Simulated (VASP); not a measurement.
# ZnO (zincite): the relaxed cell at several levels of theory

How much does the relaxed cell of ZnO (zincite) depend on the functional? The starting structure is a measured crystal structure from the Crystallography Open Database. The first relaxation on each setting starts from this cell expanded by 3 % in volume.

Program: VASP 6.6.1. Level of theory: Kohn-Sham DFT with plane waves and PAW; LDA, PBE, PBEsol + D3(BJ), r2SCAN and r2SCAN + rVV10. Results are calculated unless marked as measured.

**1. Starting point**

It takes space group P6_3mc (No. 186, hexagonal). Conventional cell: a = 3.249 Å, b = 3.249 Å, c = 5.206 Å, α = 90.00°, β = 90.00°, γ = 120.00°. Nearest to Zn lie 4 O at 1.97 to 1.98 Å. O has 4 Zn at 1.97 to 1.98 Å nearest. Farther neighbours and most contacts between anions are not listed.

**2. Relaxation with LDA**

LDA, the lowest rung, knows the local density alone. This run starts from the cell of an earlier relaxation, which isn't shown; the restart sets up the plane waves anew.

Contents of INCAR:

```
SYSTEM = ZnO
PREC = Accurate
ENCUT = 520
EDIFF = 1E-06
NELM = 100
ISMEAR = 0
SIGMA = 0.03
LREAL = .FALSE.
ALGO = Normal
GGA = CA
NBANDS = 24
LORBIT = 11
LWAVE = .FALSE.
LCHARG = .FALSE.
KPAR = 8
IBRION = 2
NSW = 50
ISIF = 3
EDIFFG = -0.006
```

Contents of POSCAR:

```
ZnO
1.0
    3.1950534469      0.0000000000      0.0000000000
   -1.5975267235      2.7669974515      0.0000000000
    0.0000000000      0.0000000000      5.1658785923
Zn O
2 2
Direct
    0.6666666667      0.3333333333      0.0003167525
    0.3333333333      0.6666666667      0.5003167525
    0.3333333333      0.6666666667      0.8786932475
    0.6666666667      0.3333333333      0.3786932475
```

Contents of KPOINTS:

```
Automatic mesh
0
Gamma
9 9 4
0 0 0
```

Potentials, in the order of the species: Zn and O (LDA family, release 64).

The run is started by

```sh
$ mpirun -np 8 vasp_std
```

What it wrote:

```text
[banner, memory and clock lines left out]
running    8 mpi-ranks, on    1 nodes
 distrk:  each k-point on    1 cores,    8 groups
 distr:  one band on    1 cores,    1 groups

 POSCAR found type information on POSCAR ZnO
 POSCAR found :  2 types and       4 ions
|                                                                             |
|           W    W    AA    RRRRR   N    N  II  N    N   GGGG   !!!           |
|           W    W   A  A   R    R  NN   N  II  NN   N  G    G  !!!           |
|           W    W  A    A  R    R  N N  N  II  N N  N  G       !!!           |
|           W WW W  AAAAAA  RRRRR   N  N N  II  N  N N  G  GGG   !            |
|           WW  WW  A    A  R   R   N   NN  II  N   NN  G    G                |
|           W    W  A    A  R    R  N    N  II  N    N   GGGG   !!!           |
|                                                                             |
|     For optimal performance we recommend to set                             |
|       NCORE = 2 up to number-of-cores-per-socket                            |
|     NCORE specifies how many cores store one orbital (NPAR=cpu/NCORE).      |
|     This setting can greatly improve the performance of VASP for DFT.       |
|     The default, NCORE=1 might be grossly inefficient on modern             |
|     multi-core architectures or massively parallel machines. Do your        |
|     Unfortunately you need to use the default for GW and RPA                |
|     calculations (for HF NCORE is supported but not extensively tested      |
|     yet).                                                                   |
|                                                                             |

 LDA part: xc-table for (Slater(with rela. corr.)+CA(PZ))
 , standard interpolation
 POSCAR, INCAR and KPOINTS ok, starting setup
 FFT: planning ... GRIDC
 FFT: planning ... GRID_SOFT
 FFT: planning ... GRID
 WAVECAR not read
 entering main loop
       N       E                     dE             d eps       ncg     rms          rms(c)
DAV:   1     0.276785311964E+03    0.27679E+03   -0.18544E+04  1760   0.222E+03
DAV:   2     0.248086191906E+01   -0.27430E+03   -0.25973E+03  1904   0.421E+02
DAV:   3    -0.238325533849E+02   -0.26313E+02   -0.26124E+02  1952   0.139E+02
DAV:   4    -0.242305149351E+02   -0.39796E+00   -0.39778E+00  1984   0.179E+01
DAV:   5    -0.242329404048E+02   -0.24255E-02   -0.24254E-02  1976   0.136E+00    0.154E+01
DAV:   6    -0.210817493353E+02    0.31512E+01   -0.82712E+00  2952   0.658E+01    0.988E+00
DAV:   7    -0.212198766917E+02   -0.13813E+00   -0.25206E+00  1816   0.175E+01    0.577E+00
DAV:   8    -0.212094365014E+02    0.10440E-01   -0.65753E-01  2304   0.753E+00    0.169E+00
DAV:   9    -0.211559788698E+02    0.53458E-01   -0.12806E-01  2632   0.709E+00    0.334E-01
DAV:  10    -0.211583480233E+02   -0.23692E-02   -0.40682E-02  1752   0.145E+00    0.102E-01
DAV:  11    -0.211582553113E+02    0.92712E-04   -0.64714E-04  2112   0.237E-01    0.228E-02
DAV:  12    -0.211582577482E+02   -0.24369E-05   -0.48121E-05  1968   0.184E-01    0.870E-03
DAV:  13    -0.211582595926E+02   -0.18444E-05   -0.69577E-06  2120   0.791E-02    0.120E-02
DAV:  14    -0.211582575449E+02    0.20477E-05   -0.35184E-06  1816   0.192E-02    0.380E-03
DAV:  15    -0.211582573929E+02    0.15200E-06   -0.10269E-06   992   0.830E-03
   1 F= -.21158257E+02 E0= -.21158257E+02  d E =-.211583E+02
 curvature:   0.00 expect dE= 0.000E+00 dE for cont linesearch  0.000E+00
 trial: gam= 0.00000 g(F)=  0.485E-07 g(S)=  0.128E-04 ort = 0.000E+00 (trialstep = 0.100E+01)
 search vector abs. value=  0.128E-04
 reached required accuracy - stopping structural energy minimisation
```

Run time: 2.8 s. Hardware: 8 MPI ranks of Intel Xeon 6975P-C (Granite Rapids), shared host; peak memory 1.3 GiB; 18 s of CPU time.

Lines that name or quote the potential files are left out of all logs, and their timing lines are given in words.

OUTCAR, selected parts (step 2):

```text
ion  position               nearest neighbor table
   1  0.667  0.333  0.000-   3 1.95   3 1.95   3 1.95   4 1.95
   2  0.333  0.667  0.500-   4 1.95   4 1.95   4 1.95   3 1.95
   3  0.333  0.667  0.879-   1 1.95   1 1.95   1 1.95   2 1.95
   4  0.667  0.333  0.379-   2 1.95   2 1.95   2 1.95   1 1.95

  LATTYP: Found a hexagonal cell.
 ALAT       =     3.1950534469
 C/A-ratio  =     1.6168363623

 Subroutine GETGRP returns: Found 12 space group operations
 (whereof  6 operations were pure point group operations)

The static configuration has the point symmetry C_3v.
 The point group associated with its full space group is C_6v.

 Found     36 irreducible k-points:

   k-points           NKPTS =     36   k-points in BZ     NKDIM =     36   number of bands    NBANDS=     24

   dimension x,y,z NGX =    24 NGY =   24 NGZ =   40
   dimension x,y,z NGXF=    48 NGYF=   48 NGZF=   80

   ENCUT  =  520.0 eV  38.22 Ry    6.18 a.u.   5.94  5.94  9.61*2*pi/ulx,y,z

   NELECT =      36.0000    total number of electrons

 k-points in reciprocal lattice and weights: Automatic mesh
   0.00000000  0.00000000  0.00000000       0.003
   0.11111111  0.00000000  0.00000000       0.019
   0.22222222  0.00000000  0.00000000       0.019
   0.33333333  0.00000000  0.00000000       0.019
   0.44444444  0.00000000  0.00000000       0.019
   0.11111111  0.11111111  0.00000000       0.019
   0.22222222  0.11111111  0.00000000       0.037
   0.33333333  0.11111111  0.00000000       0.037
   0.44444444  0.11111111  0.00000000       0.019
[...]
0.33333333  0.22222222  0.50000000       0.037
   0.33333333  0.33333333  0.50000000       0.006

 average (electrostatic) potential at core
       1 -36.7419       2 -36.7419       3 -74.0805       4 -74.0805

 E-fermi :   1.4219

 k-point     1 :       0.0000    0.0000    0.0000
  band No.  band energies     occupation
    ...
     14       0.4245      2.00000
     15       0.4245      2.00000
     16       1.1749      2.00000
     17       1.2770      2.00000
     18       1.2770      2.00000
     19       2.0739      0.00000
     20       6.5437      0.00000
     21       9.4531      0.00000
     22      14.2051      0.00000
     23      14.2051      0.00000
    ...

 k-point     2 :       0.1111    0.0000    0.0000
  band No.  band energies     occupation
    ...
     14      -0.0423      2.00000
     15       0.2496      2.00000
     16       0.5732      2.00000
     17       1.0878      2.00000
     18       1.1833      2.00000
     19       2.9370      0.00000
     20       7.0666      0.00000
     21       9.4381      0.00000
     22      12.9873      0.00000
     23      14.3328      0.00000
    ...

 k-point     3 :       0.2222    0.0000    0.0000
  band No.  band energies     occupation
    ...
     14      -1.0826      2.00000
     15      -0.2720      2.00000
     16      -0.1923      2.00000
     17       0.8171      2.00000
     18       0.9333      2.00000
     19       4.2203      0.00000
     20       8.1572      0.00000
     21       9.3697      0.00000
     22      11.2670      0.00000
     23      13.2363      0.00000
    ...

  Total        0.0200390      0.0200390      0.0160416     -0.0000000     -0.0000000      0.0000000
  in kB        0.7030000      0.7030000      0.5627662     -0.0000000     -0.0000000      0.0000000
  external PRESSURE =       0.6562554 kB  Pullay stress =       0.0000000 kB

  energy-cutoff  :      520.00
  volume of cell :       45.67
      direct lattice vectors                 reciprocal lattice vectors
     3.195053447  0.000000000  0.000000000     0.312983810  0.180701287  0.000000000
    -1.597526723  2.766997451  0.000000000     0.000000000  0.361402574  0.000000000
     0.000000000  0.000000000  5.165878592     0.000000000  0.000000000  0.193577914

 POSITION                                       TOTAL-FORCE (eV/Angst)
 -----------------------------------------------------------------------------------
      1.59753      0.92233      0.00164         0.000000      0.000000     -0.000501
     -0.00000      1.84466      2.58458        -0.000000      0.000000     -0.000501
     -0.00000      1.84466      4.53922         0.000000     -0.000000      0.000501
      1.59753      0.92233      1.95628        -0.000000      0.000000      0.000501
 -----------------------------------------------------------------------------------
    total drift:                                0.000001      0.000001     -0.000278

  FREE ENERGIE OF THE ION-ELECTRON SYSTEM (eV)
  ---------------------------------------------------
  free  energy   TOTEN  =       -21.1582573929 eV

  energy  without entropy=      -21.1582573929  energy(sigma->0) =      -21.15825739

 reached required accuracy - stopping structural energy minimisation

 total charge
# of ion       s       p       d       tot
------------------------------------------
    1        0.479   0.538   9.917  10.935
    2        0.479   0.538   9.917  10.935
    3        1.536   3.459   0.000   4.994
    4        1.536   3.459   0.000   4.994
--------------------------------------------------
tot          4.031   7.994  19.834  31.858

[... 3 further parts left out ...]
```

CONTCAR:

```
ZnO
   1.00000000000000
     3.1950534468999998    0.0000000000000000    0.0000000000000000
    -1.5975267234999999    2.7669974515000000    0.0000000000000000
     0.0000000000000000    0.0000000000000000    5.1658785923000003
  Zn              O
     2     2
Direct
     0.6666666667000030    0.3333333332999970    0.0003167524999981
     0.3333333332999970    0.6666666667000030    0.5003167524999981
     0.3333333332999970    0.6666666667000030    0.8786932475000029
     0.6666666667000030    0.3333333332999970    0.3786932475000029
```

The run keeps the 12 symmetry operations of its start, so it cannot find a distortion of lower symmetry.

With LDA the relaxed cell holds 11.418 Å³ an atom, -4.05 % against the measured cell, with a = 3.195 Å and c = 5.166 Å.

**3. Relaxation with PBE**

PBE, the usual starting point, adds the gradient of the density.

Edit INCAR of step 2 so:

```diff
@@ -9,3 +9,3 @@
 ALGO = Normal
-GGA = CA
+GGA = PE
 NBANDS = 24
```

Contents of POSCAR:

```
ZnO
1.0
    3.2814814587      0.0000000000      0.0000000000
   -1.6407407294      2.8418463053      0.0000000000
    0.0000000000      0.0000000000      5.2572540255
Zn O
2 2
Direct
    0.6666666667      0.3333333333      0.0000000000
    0.3333333333      0.6666666667      0.5000000000
    0.3333333333      0.6666666667      0.8790100000
    0.6666666667      0.3333333333      0.3790100000
```

KPOINTS is that of step 2.

PAW data sets: Zn and O (PBE family, release 64).

The run is started by

```sh
$ mpirun -np 8 vasp_std
```

What it wrote:

```text
[banner, memory and clock lines left out]
running    8 mpi-ranks, on    1 nodes
[...]
[... a notice as in an earlier step ...]

 LDA part: xc-table for (Slater+PW92), standard interpolation
 POSCAR, INCAR and KPOINTS ok, starting setup
[...]
entering main loop
       N       E                     dE             d eps       ncg     rms          rms(c)
DAV:   1     0.287019946040E+03    0.28702E+03   -0.18542E+04  1736   0.216E+03
DAV:   2     0.723692560439E+01   -0.27978E+03   -0.26531E+03  1880   0.423E+02
DAV:   3    -0.206501944840E+02   -0.27887E+02   -0.27655E+02  2024   0.140E+02
DAV:   4    -0.210975366878E+02   -0.44734E+00   -0.44711E+00  1952   0.188E+01
[...]
DAV:  13    -0.178529378171E+02   -0.90695E-05   -0.20497E-05  2176   0.976E-02    0.218E-02
DAV:  14    -0.178529308323E+02    0.69848E-05   -0.16151E-05  2328   0.468E-02    0.338E-03
DAV:  15    -0.178529307373E+02    0.95051E-07   -0.39854E-06  1784   0.167E-02
   1 F= -.17852931E+02 E0= -.17852931E+02  d E =-.178529E+02
[... from here on, the cycles between the ionic steps are left out ...]
   2 F= -.17856555E+02 E0= -.17856555E+02  d E =-.362467E-02
   3 F= -.17857398E+02 E0= -.17857398E+02  d E =-.446753E-02
   4 F= -.17857395E+02 E0= -.17857395E+02  d E =-.446460E-02
   5 F= -.17857466E+02 E0= -.17857466E+02  d E =-.705753E-04
   6 F= -.17857468E+02 E0= -.17857468E+02  d E =-.726251E-04
   7 F= -.17857498E+02 E0= -.17857498E+02  d E =-.300402E-04
   8 F= -.17857521E+02 E0= -.17857521E+02  d E =-.533989E-04
   9 F= -.17857525E+02 E0= -.17857525E+02  d E =-.571293E-04
  10 F= -.17857529E+02 E0= -.17857529E+02  d E =-.425219E-05
 trial-energy change:   -0.000004  1 .order   -0.000011   -0.000027    0.000006
 step:   0.7026(harm=  1.0796)  dis= 0.00041  next Energy=   -17.857531 (dE=-0.632E-05)
 reached required accuracy - stopping structural energy minimisation
```

Elapsed: 13 s, on 8 MPI ranks; peak memory 1.7 GiB; 97 s of CPU time.

Parts of OUTCAR (step 3):

```text
  Total       -0.0011828     -0.0011828     -0.0037754      0.0000000     -0.0000000      0.0000000
  in kB       -0.0381703     -0.0381703     -0.1218407      0.0000000     -0.0000000      0.0000000
  external PRESSURE =      -0.0660605 kB  Pullay stress =       0.0000000 kB

 POSITION                                       TOTAL-FORCE (eV/Angst)
 -----------------------------------------------------------------------------------
      1.64336      0.94879      0.00029        -0.000000      0.000000     -0.002237
     -0.00000      1.89758      2.65367         0.000000      0.000000     -0.002237
     -0.00000      1.89758      4.66441         0.000000     -0.000000      0.002237
      1.64336      0.94879      2.01103        -0.000000     -0.000000      0.002237
 -----------------------------------------------------------------------------------
    total drift:                               -0.000001     -0.000001     -0.000999

  FREE ENERGIE OF THE ION-ELECTRON SYSTEM (eV)
  ---------------------------------------------------
  free  energy   TOTEN  =       -17.8575293446 eV

  energy  without entropy=      -17.8575293446  energy(sigma->0) =      -17.85752934

[... 2 parts as in an earlier step ...]

[... 2 further parts left out ...]
[key lines of the parts left out:]
E-fermi :   1.0059
```

Logs of long relaxations may skip ionic steps without a mark.

With PBE the relaxed cell holds 12.411 Å³ an atom, +4.30 % against the measured cell, with a = 3.287 Å and c = 5.307 Å. That is +8.71 % from LDA.

**4. Relaxation with PBEsol + D3(BJ)**

PBEsol restores the gradient expansion of exchange and is tuned for the cells of solids. D3 with Becke-Johnson damping keeps a finite attraction at short range. This run starts from the cell of an earlier relaxation, which isn't shown; the restart sets up the plane waves anew.

Edit INCAR of step 3 so:

```diff
@@ -9,3 +9,4 @@
 ALGO = Normal
-GGA = PE
+GGA = PS
+IVDW = 12
 NBANDS = 24
```

Contents of POSCAR:

```
ZnO
1.0
    3.2195026000      0.0000000000      0.0000000000
   -1.6097513000      2.7881710391      0.0000000000
    0.0000000000      0.0000000000      5.1950873433
Zn O
2 2
Direct
    0.6666666667      0.3333333333      0.0000077324
    0.3333333333      0.6666666667      0.5000077324
    0.3333333333      0.6666666667      0.8790022676
    0.6666666667      0.3333333333      0.3790022676
```

KPOINTS is that of step 3.

The run is started by

```sh
$ mpirun -np 8 vasp_std
```

What it wrote:

```text
[banner, memory and clock lines left out]
running    8 mpi-ranks, on    1 nodes
[...]
[... a notice as in an earlier step ...]

|                                                                             |
|               ----> ADVICE to this user running VASP <----                  |
|                                                                             |
|     You enforced a specific xc type in the INCAR file but a different       |
|     [... a line on the potential file left out ...]
|     I HOPE YOU KNOW WHAT YOU ARE DOING!                                     |
|                                                                             |

 LDA part: xc-table for (Slater+PW92), standard interpolation
 POSCAR, INCAR and KPOINTS ok, starting setup
[...]
entering main loop
       N       E                     dE             d eps       ncg     rms          rms(c)
DAV:   1     0.277426402350E+03    0.27743E+03   -0.18514E+04  1752   0.220E+03
DAV:   2     0.442880835843E+01   -0.27300E+03   -0.25959E+03  1912   0.423E+02
DAV:   3    -0.218088119277E+02   -0.26238E+02   -0.26041E+02  1992   0.138E+02
DAV:   4    -0.222055196908E+02   -0.39671E+00   -0.39639E+00  1968   0.178E+01
[...]
DAV:  12    -0.194002694943E+02   -0.28235E-04   -0.10287E-04  2440   0.237E-01    0.177E-02
DAV:  13    -0.194002686180E+02    0.87626E-06   -0.15170E-05  2184   0.107E-01    0.801E-03
DAV:  14    -0.194002688696E+02   -0.25162E-06   -0.50680E-06  1784   0.274E-02
   1 F= -.20147215E+02 E0= -.20147215E+02  d E =-.201472E+02
[... from here on, the cycles between the ionic steps are left out ...]
   2 F= -.20147186E+02 E0= -.20147186E+02  d E =0.292440E-04
   3 F= -.20147208E+02 E0= -.20147208E+02  d E =0.756142E-05
   4 F= -.20147216E+02 E0= -.20147216E+02  d E =-.649353E-06
   5 F= -.20147217E+02 E0= -.20147217E+02  d E =-.143108E-05
   6 F= -.20147217E+02 E0= -.20147217E+02  d E =-.113975E-05
[...]
reached required accuracy - stopping structural energy minimisation
```

Run time: 7.8 s. Hardware: 8 MPI ranks; peak memory 1.7 GiB.

Parts of OUTCAR (step 4):

```text
 Edisp (eV)   -0.74715

 Edisp (eV)   -0.74721

  Total       0.01077     0.01077     0.02176     0.00000     0.00000     0.00000
  in kB       0.37025     0.37025     0.74796     0.00000     0.00000     0.00000
  external pressure =        0.50 kB  Pullay stress =        0.00 kB

 POSITION                                       TOTAL-FORCE (eV/Angst)
 -----------------------------------------------------------------------------------
      1.60955      0.92927      0.00003        -0.000000      0.000000     -0.000398
     -0.00000      1.85854      2.59734         0.000000      0.000000     -0.000398
     -0.00000      1.85854      4.56610         0.000000      0.000000      0.000398
      1.60955      0.92927      1.96879         0.000000      0.000000      0.000398
 -----------------------------------------------------------------------------------
    total drift:                                0.000001      0.000001     -0.000476

  FREE ENERGIE OF THE ION-ELECTRON SYSTEM (eV)
  ---------------------------------------------------
  free  energy   TOTEN  =       -20.1472165016 eV

  energy  without entropy=      -20.1472165016  energy(sigma->0) =      -20.14721650

[... 2 parts as in an earlier step ...]

[... 2 further parts left out ...]
[key lines of the parts left out:]
E-fermi :   1.4743
```

With PBEsol + D3(BJ) the relaxed cell holds 11.654 Å³ an atom, -2.06 % against the measured cell, with a = 3.219 Å and c = 5.195 Å. That is +2.08 % from LDA.

(Continued in part 2 of 2.)

[Lines on the potential files, build, host, timing and source positions are cut from VASP's logs without a mark.]

[Logs are printed without paths, hosts, clocks, repeated set-up lines and the standing remarks that a program may print on its own settings, such as how far it seeks lower states.]

[Hosts, paths, dates, database ids (printed as entryN), source tags and the programs' standing remarks are cut or masked in the printed files.]
